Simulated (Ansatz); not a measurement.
# In2O3: the cost of one run

Method: DFT PBE, plane waves, PAW, scalar-relativistic, no spin polarisation, in Ansatz 0.2.0.

### 1 Starting point

The cell holds 10 atoms (In4O6): a = 5.559 Å, b = 5.559 Å, c = 5.857 Å, α = 118.33°, β = 118.33°, γ = 60.00°.

Structure file:

```xyz
10
Lattice="2.7794 4.8140 0.0000 -2.7794 4.8140 0.0000 0.0000 -3.2093 4.8999" Properties=species:S:1:pos:R:3 pbc="T T T"
In    0.0000    3.2093    0.3525
In    0.0000    0.0000    2.0975
In    0.0000    3.2093    4.5475
In    0.0000    6.4187    2.8024
O    -1.1229    4.8140    3.6749
O    -0.8283    1.4346    3.6749
O     1.9511    3.3794    3.6749
O     1.1229    1.6047    1.2250
O     0.8283    4.9841    1.2250
O    -1.9511    3.0392    1.2250
```

### 2 The run

Input file input.yaml:

```yaml
crystal:
  lattice:
    - [2.7793697, 4.81400953, -1.6e-07]
    - [-2.7793697, 4.81400953, -1.6e-07]
    - [0.0, -3.20933952, 4.89990811]
  atoms:
    - { symbol: In, position: [0.35731, 0.35731, 0.07193] }
    - { symbol: In, position: [0.14269, 0.14269, 0.42807] }
    - { symbol: In, position: [0.64269, 0.64269, 0.92807] }
    - { symbol: In, position: [0.85731, 0.85731, 0.57193] }
    - { symbol: O, position: [0.548, 0.952, 0.75] }
    - { symbol: O, position: [0.25, 0.548, 0.75] }
    - { symbol: O, position: [0.952, 0.25, 0.75] }
    - { symbol: O, position: [0.452, 0.048, 0.25] }
    - { symbol: O, position: [0.75, 0.452, 0.25] }
    - { symbol: O, position: [0.048, 0.75, 0.25] }
kpoints:
  mp_grid: { grid: [3, 3, 3] }
magnetization:
  spin_polarized: false
scf:
  occupations: { method: cold, width: 0.15 }
  n_extra_bands: 16
hamiltonian:
  pseudopotentials: { kind: paw }
  xc: pbe
basis:
  ecutwfc: 420
md:
  timestep: 1.0
  n_steps: 40
  ensemble: nvt_langevin
  temperature: 100.0
  initial_velocities: maxwell_boltzmann
  seed: 313376
```

On the command line:

```
$ ansatz run input.yaml --threads 2 --pin off --max-ram 2560MiB --backend cpu --events-out ev --progress --plain --runs-dir out
```

Q: Estimate wall time and peak memory on 2 threads of Arm Neoverse N1, shared host.

About 5.7 min, with a peak of 0.47 GiB.
